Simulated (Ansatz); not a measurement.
## Si: single point with PBE

Si:

```
Si
1.0
    -1.62691    1.62691    1.32033
     1.62691   -1.62691    1.32033
     1.62691    1.62691   -1.32033
Si
1
Direct
  0.00000 0.00000 0.00000
```

This isn't the form of Si at room conditions, which is diamond.

- Program: Ansatz 0.2.0
- Task: single point
- Functional: PBE
- Potentials or basis: all-electron LAPW, scalar-relativistic
- Cutoff: 153 eV (chosen from the basis error)
- Basis error allowed: 0.001 eV/atom
- k mesh: 13 × 13 × 13
- Occupations: fermi-dirac, width 0.05 eV
- Spin: no spin polarisation

```
Pressure               : 3.5 GPa
Band gap on the k mesh : none (metal or under the smearing width)
```

Stress tensor (GPa, compression positive):
```
4.49 0.00 0.00
0.00 4.49 0.00
0.00 0.00 1.65
```

Levels at points of the mesh, in eV from the Fermi level:
```
           k point  band 5  band 6  band 7  band 8  band 9  band 10
(0.00, 0.00, 0.00)  -14.73    9.59   10.19   10.19   13.01    13.97
```

It took 4.2 s on 1 thread of Arm Neoverse V2, with other jobs on the host, peak memory 0.23 GiB.
